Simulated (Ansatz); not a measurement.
# Pt (Im-3m) in Ansatz: notebook

One crystal, Pt, is run at these levels: PBE; tasks: single point, relaxation of cell and atoms.

All numbers are computed with Ansatz 0.2.0; they aren't measurements. Logs are shortened: lines on timing, memory, paths and dates and some standing lists are left out, and cuts for length are marked.

## Step 1: The crystal as given

The structure is cubic, space group Im-3m (No. 229). Conventional cell: a = 3.168 Å, b = 3.168 Å, c = 3.168 Å, α = 90.00°, β = 90.00°, γ = 90.00°. Pt (site symmetry m-3m) has 8 Pt at 2.74 Å as nearest neighbours.

This isn't the form of Pt at room conditions, which is fcc.

## Step 2: Single point, PBE

File input.yaml:

```yaml
crystal:
  lattice:
    - [-1.58422, 1.58422, 1.58422]
    - [1.58422, -1.58422, 1.58422]
    - [1.58422, 1.58422, -1.58422]
  atoms:
    - { symbol: Pt, position: [0.0, 0.0, 0.0] }
hamiltonian:
  xc: pbe
  pseudopotentials: { kind: paw }
kpoints:
  mp_grid: { grid: [12, 12, 12] }
scf:
  occupations: { method: gaussian, width: 0.011 }
output:
  forces: true
  stress: true
  eigenvalues: true
```

Potentials or basis: Ansatz PAW.

Started as:

```
$ ansatz run input.yaml --threads 2 --pin off --max-ram 5632MiB --backend cpu --events-out ev --progress --plain --runs-dir out
```

The program printed:

```text
Warning: RAYON_NUM_THREADS=2 ignored (pool sized by the plan → 2); use --threads N
Engine: ansatz 0.2.0, aarch64-unknown-linux-gnu
Pseudopotentials: kind: paw
Pseudopotential: Pt, paw, valence charge 18, recommended cutoff 420 eV (normal), Pt.paw.azcp
Functional definition: PBE
  parameter kappa = 0.804
  parameter beta = 0.06672455060314922
  exchange = pbe_x(kappa = kappa, mu = beta*pi^2/3)
  correlation = pbe_c(beta = beta)
Crystal: 1 atoms, lattice volume = 15.904 Å³
Basis set: ecut = 420 eV, 321 PW (Γ), exchange–correlation on 40×40×40 points (8 copies of the dense FFT grid, shifted against one another)
Bands: 13, of which v1, the nominal top of the filled ones, is band 9 counted from 1 (8 counted from 0)
Symmetry: 48 space group operations
Space group: Im-3m (ITA 229), of the structure as read, at distance tolerance 2.5e-5 Å
k-points: 72 of 1728
Non-local potential: Pt, projectors of the file, l = 0: 3, l = 1: 2, l = 2: 2, l = 3: 1
PAW form: soft (Blöchl's): semilocal exchange-correlation on the pseudo side does not see the compensation charge
PAW one-centre angular grid: Pt, 590 points (default); XC on 64 Gauss nodes
Initial density: superposition of atomic densities (neutral atoms: chi_scale 0, normalization atom), corrected by the library's trained network
Initial wavefunctions: pseudopotential atomic-orbital guess
Functional: x = pbe(κ = 0.804, μ = 0.2195149727645171), c = pbe(β = 0.06672455060314922)
SCF iter   1: F=—  HF=-12522.931943 eV  |F-HF|=—  |Δ(HF+E_count)|=         —  Δρ=3.37e-3  dr2=5.82e-4  ethr=1.77e-3  ⟨swp⟩=5.4  Hψ=4974  notcnv=0
preconditioner: auto → none  [insulator: Δε(μ)=0.086 eV  Ē_g=13.575 eV  σ=0.011 eV  W_gap=0.50  n_scr=0 (ndim 8)  ℏωp=29.4 eV  f_vac=0.000  D(μ)=0.71/eV (n_scr^D=12)  ε∞_Penn≈5.7]
SCF iter   2: F=—  HF=-12522.932758 eV  |F-HF|=—  |Δ(HF+E_count)|=   8.14e-4  Δρ=1.67e-3  dr2=9.94e-5  ethr=3.23e-6  ⟨swp⟩=2.2  Hψ=2189  notcnv=0  defer=18
SCF iter   3: F=—  HF=-12522.932887 eV  |F-HF|=—  |Δ(HF+E_count)|=   1.29e-4  Δρ=7.82e-4  dr2=2.01e-5  ethr=5.52e-7  ⟨swp⟩=2.3  Hψ=1349  notcnv=0  defer=18
iter 4 did not close the SCF: its close was put off for the readings that it lacked (scf_convergence_deferred on its scf_iter line)
SCF iter   4: F=-12522.932930 eV  HF=-12522.932930 eV  |F-HF|=1.63e-8  |Δ(HF+E_count)|=   4.33e-5  Δρ=2.64e-5  dr2=2.16e-8  ethr=1.12e-7  ⟨swp⟩=2.0  Hψ=1253  notcnv=0  defer=18
iter 5 did not close the SCF: its close was put off for the readings that it lacked (scf_convergence_deferred on its scf_iter line)
SCF iter   5: F=-12522.932930 eV  HF=-12522.932930 eV  |F-HF|=3.24e-10  |Δ(HF+E_count)|=   2.05e-8  Δρ=7.78e-6  dr2=2.38e-9  ethr=1.20e-10  ⟨swp⟩=2.1  Hψ=1548  notcnv=0  defer=18
SCF iter   6: F=-12522.932930 eV  HF=-12522.932930 eV  |F-HF|=1.82e-12  |Δ(HF+E_count)|=  1.35e-10  Δρ=6.75e-7  dr2=1.43e-11  ethr=1.32e-11  ⟨swp⟩=2.4  Hψ=3016  notcnv=0
SCF 1 converged in 6 iterations: F = -12522.932930 eV  dr2 = 1.43e-11
SCF converged after 6 iterations
Free energy (F): -12522.932930 eV
Harris-Foulkes:  -12522.932930 eV  (|F-HF|=1.82e-12)
Internal energy: -12522.932887 eV  (E = F + TS)
E sigma→0 (E₀):  -12522.932908 eV
Entropy (-TS):   -0.000043 eV (-0.043 meV/atom)
Fermi energy:    21.484161 eV
--- Per-component energies (eV) ---
  E_band       = -152.085871
  E_kinetic    = 637.099909
  E_local      = -1532.156017  (includes V_loc(G=0)·N_el)
  E_nonlocal   = 200.069978
  E_hartree    = 566.908233
  E_xc         = -261.458110
  E_vxc        = -302.395732  (∫ρ·V_xc dr)
  E_paw        = -9454.036006  (= ΣΔE_a)
  E_vpaw       = -288.520598  (= ΣTr[D̂ρ^β])
  E_aug_tail   = 0.000194  (compensation charges beyond the density's cutoff)
  E_ewald      = -2679.361068
  E_smearing   = -0.000043  (= −TS)
  E_closure    = 0.000000  (closes the sum)
  Σ components = -12522.932930   (vs F -12522.932930, Δ=0.00e0)
--- Forces (eV/Å), atoms counted from 1 ---
  atom   1  Pt    -0.00000000     0.00000000     0.00000000
  max |Σ_I F_I| component: 6.78e-32 eV/Å
--- Stress (GPa, compression-positive) ---
       -1.421620       0.000000       0.000000
       -0.000000      -1.421620      -0.000000
       -0.000000       0.000000      -1.421620
  P = ⅓ Tr σ = -1.4216 GPa (-14.216 kbar)
--- Band table (eV; the first three rows and the last of 72) ---
  k-point 0: bands = ["-76.4614", "-30.4872", "-30.4872", "-30.4872", "12.1617", "18.1494", "18.1494", "18.1494", "20.6132", "20.6132", "38.6710", "38.6710", "38.6710"]
  k-point 1: bands = ["-76.4595", "-30.5146", "-30.4968", "-30.4870", "12.4420", "18.0415", "18.1486", "18.3732", "20.4785", "20.6211", "38.7839", "38.8567", "39.0752"]
  k-point 2: bands = ["-76.4543", "-30.5888", "-30.5230", "-30.4865", "13.2243", "17.7583", "18.1235", "19.0210", "20.2438", "20.6516", "38.5140", "38.6750", "40.2234"]
  k-point 71: bands = ["-76.4099", "-30.7864", "-30.7864", "-30.7864", "15.5806", "15.5806", "22.1234", "22.1234", "22.1234", "29.2589", "29.2589", "29.2589", "34.3015"]
```

Run time: 0.61 s. Hardware: 2 threads of Arm Neoverse V1, shared host; peak memory 0.26 GiB.

What came out:

| Property | Result |
| --- | --- |
| Free energy | -12522.9329 eV |
| Pressure | -1.4 GPa |
| Band gap on the k mesh | none (metal or under the smearing width) |

## Step 3: Relaxation of cell and atoms, PBE

Edit input.yaml of step 2 so:

```diff
@@ -13,3 +13,3 @@
 scf:
-  occupations: { method: gaussian, width: 0.011 }
+  occupations: { method: fermi_dirac, width: 0.05 }
 output:
@@ -18 +18,5 @@
   eigenvalues: true
+relax:
+  f_tol: 0.01
+  max_steps: 40
+  cell: { stress_tol: 0.05 }
```

Potentials or basis: Ansatz PAW.

Started as:

```
$ ansatz run input.yaml --threads 2 --pin off --max-ram 5632MiB --backend cpu --events-out ev --progress --plain --runs-dir out
```

Wall time 2.4 s (2 threads of Arm Neoverse V1, shared host); peak memory 0.27 GiB.

The run converged. Its results:

- Free energy: -12522.9359 eV
- Relaxed volume: 15.82 Å³/atom
- Relaxed cell: a = 2.739 Å, b = 2.739 Å, c = 2.739 Å, α = 109.47°, β = 109.47°, γ = 109.47°
- Space group after relaxing (to 0.05 Å): Im-3m (No. 229)
- Energy gained by relaxing: 0.4 meV/atom
- Ionic steps: 3
- Pressure after relaxing: 0.0 GPa
- Band gap on the k mesh: none (metal or under the smearing width)

Step by step:
```
step  energy change (eV)  largest force (eV/Å)  volume (Å³)
   1              0.0000                0.0000        15.90
   2             -0.0004                0.0000        15.82
   3             -0.0004                0.0000        15.82
```

Final structure:
```yaml
crystal:
  lattice:
    - [-1.58130, 1.58130, 1.58130]
    - [1.58130, -1.58130, 1.58130]
    - [1.58130, 1.58130, -1.58130]
  atoms:
    - { symbol: Pt, position: [0.00000, 0.00000, 0.00000] }
```

Levels at points of the mesh, in eV from the Fermi level:
| k point | band 6 | band 7 | band 8 | band 9 | band 10 | band 11 | band 12 | band 13 |
| --- | --- | --- | --- | --- | --- | --- | --- | --- |
| (0.00, 0.00, 0.00) | -3.41 | -3.41 | -3.41 | -0.93 | -0.93 | 17.14 | 17.14 | 17.14 |
| (0.00, 0.00, -0.50) | -4.83 | -1.11 | -0.61 | 0.33 | 1.12 | 6.37 | 13.33 | 15.92 |
| (-0.50, -0.50, -0.50) | -6.01 | 0.60 | 0.60 | 0.60 | 7.74 | 7.74 | 7.74 | 12.85 |

Caveat: the plane-wave basis is chosen anew once the cell has moved, so the energies of steps on either side of that aren't comparable. The run has no spin-orbit coupling, so splittings on Pt are missing.
